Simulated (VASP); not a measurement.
# Ag: single point with PBEsol

Ag:

```
Ag
1.0
    -1.82122    1.82122    1.65565
     1.82122   -1.82122    1.65565
     1.82122    1.82122   -1.65565
Ag
1
Direct
  0.00000 0.00000 0.00000
```

The cell isn't the ideal one: strain +0.1000 x Voigt [1, 1, 0, 0, 0, 0], atoms carried along.

| Quantity | Value |
| --- | --- |
| Program | VASP 6.6.1 |
| Task | single point |
| Functional | PBEsol |
| Potentials or basis | VASP PAW PBE potentials, release 64 (Ag) |
| Cutoff | 520 eV |
| k mesh | 20 × 20 × 20 |
| Occupations | gaussian, width 0.15 eV |
| Spin | no spin polarisation |

```json
{"Pressure": "-14.4 GPa", "Band gap on the k mesh": "none (metal or under the smearing width)"}
```

Stress tensor (GPa, compression positive):
```
-14.25   0.00   0.00
  0.00 -14.25   0.00
  0.00   0.00 -14.61
```

Levels at points of the mesh, in eV from the Fermi level:
```tsv
k point	band 2	band 3	band 4	band 5	band 6	band 7	band 8	band 9	band 10	band 11
(0.00, 0.00, 0.00)	-4.30	-3.99	-3.99	-3.44	-3.10	16.15	16.15	17.93	19.52	19.52
(0.50, 0.00, 0.00)	-4.71	-3.30	-2.99	-2.60	0.60	3.14	11.71	11.75	16.56	17.02
(0.50, 0.50, 0.00)	-4.37	-3.52	-3.26	-2.64	0.14	2.31	13.35	13.58	18.08	19.08
(0.50, 0.50, 0.50)	-5.00	-2.78	-2.78	-2.69	5.38	5.38	7.81	8.93	10.72	12.81
```

Wall time 57 s on 1 thread of Intel(R) Xeon(R) Platinum 8488C (Sapphire Rapids), with other jobs on the host, peak memory 0.27 GiB.

Caveat: the PAW data sets were made with another functional, which shifts forces and pressure a little.
